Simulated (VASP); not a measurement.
## From an Ansatz input to VASP: SiO2 (strained rutile)

Ansatz input

```yaml
crystal:
  lattice:
    - [4.1851887986, 0.0, 0.0]
    - [0.0, 4.1851887986, 0.0]
    - [0.0, 0.0, 2.6955282899]
  atoms:
    - { symbol: Si, position: [0.0, 0.0, 0.0] }
    - { symbol: Si, position: [0.5, 0.5, 0.5] }
    - { symbol: O, position: [0.306101009, 0.306101009, 0.0] }
    - { symbol: O, position: [0.193898991, 0.806101009, 0.5] }
    - { symbol: O, position: [0.806101009, 0.193898991, 0.5] }
    - { symbol: O, position: [0.693898991, 0.693898991, 0.0] }
kpoints:
  mp_grid: { grid: [6, 6, 10] }
  band_path:
    path:
      - [0.0, 0.0, 0.0]
      - [0.0, 0.5, 0.0]
      - [0.5, 0.5, 0.0]
      - [0.0, 0.0, 0.5]
      - [0.0, 0.5, 0.5]
      - [0.5, 0.5, 0.5]
    npoints: 1
hamiltonian:
  xc: pbe
scf:
  occupations: { method: fermi_dirac, width: 0.02 }
  n_extra_bands: 5
output:
  forces: true
  stress: true
  eigenvalues: true
  write_density: true
  write_potential: true
  elf: true
  volumetric_format: npy
```

Task: Write VASP inputs for this cell and level of theory.

Result: 

INCAR

```
ISIF = 2
LWAVE = .FALSE.
IBRION = -1
LASPH = .TRUE.
SIGMA = 0.02
NELM = 120
NBANDS = 25
EDIFF = 1E-7
ENCUT = 520
LREAL = .FALSE.
PREC = Accurate
ISMEAR = -1
LCHARG = .FALSE.
GGA = PE
NSW = 0
```

KPOINTS

```
KPOINTS created by Atomic Simulation Environment
0
Gamma
6 6 10
0 0 0
```

KPOINTS_OPT

```
special points
6
Reciprocal
0.0000000000 0.0000000000 0.0000000000 1
0.0000000000 0.5000000000 0.0000000000 1
0.5000000000 0.5000000000 0.0000000000 1
0.0000000000 0.0000000000 0.5000000000 1
0.0000000000 0.5000000000 0.5000000000 1
0.5000000000 0.5000000000 0.5000000000 1
```

POSCAR

```
Si O
 1.0000000000000000
     4.1851887985999996    0.0000000000000000    0.0000000000000000
     0.0000000000000000    4.1851887985999996    0.0000000000000000
     0.0000000000000000    0.0000000000000000    2.6955282898999999
 Si  O
   2   4
Cartesian
  0.0000000000000000  0.0000000000000000  0.0000000000000000
  2.0925943992999998  2.0925943992999998  1.3477641449500002
  1.2810905141069575  1.2810905141069575  0.0000000000000000
  0.8115038851930421  3.3736849134069575  1.3477641449500002
  3.3736849134069575  0.8115038851930421  1.3477641449500002
  2.9040982844930419  2.9040982844930419  0.0000000000000000
```

VASP ran with the recommended PBE PAW datasets (32 valence electrons in the cell). Other inputs would serve too.

```tsv
	Ansatz	VASP
gap between bands v and c	5.34 eV	5.33 eV
least direct gap	5.34 eV	5.33 eV
pressure	5.8 GPa	6.0 GPa
largest force	0.08 eV/Å	0.09 eV/Å
```

Datasets and cutoffs are each program's own. VASP's cell holds 32 valence electrons and Ansatz's 32. Ansatz's stress includes a Pulay correction; VASP's doesn't.
